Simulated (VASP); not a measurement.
Here is a VASP 6.6.1 calculation.

Contents of INCAR:

```
SYSTEM = Li
  PREC = Accurate
  ENCUT = 520
  EDIFF = 1E-6
  ISMEAR = -1
  SIGMA = 0.1
  LREAL = .FALSE.
  LASPH = .TRUE.
  NELM = 100
  ALGO = Fast
  ISIF = 2
  LWAVE = .FALSE.
  LCHARG = .FALSE.
  GGA = B5
  ALDAX = 1.0
  AGGAX = 1.0
  AGGAC = 1.0
  ALDAC = 0.0
  NBANDS = 12
```

The input KPOINTS:

```
Automatic mesh
0
G
  8 8 12
  0 0 0
```

Contents of POSCAR:

```
Li
1.0
    4.9126593405      0.0000000000      0.0000000000
   -2.4563296702      4.2544877891      0.0000000000
    0.0000000000      0.0000000000      2.8745765889
Li
3
Direct
    0.0000000000      0.0000000000      0.0000000000
    0.3333333333      0.6666666667      0.5000000000
    0.6666666667      0.3333333333      0.5000000000
```

Potentials or basis: VASP PAW PBE potentials, release 64 (Li_sv).

Launch:

```sh
$ cat potpaw_PBE.64/Li_sv/POTCAR > POTCAR
$ mpirun -np 1 vasp_std > vasp.out
```

Task: Estimate the band gap on the k mesh.

Result: None (metal or under the smearing width).
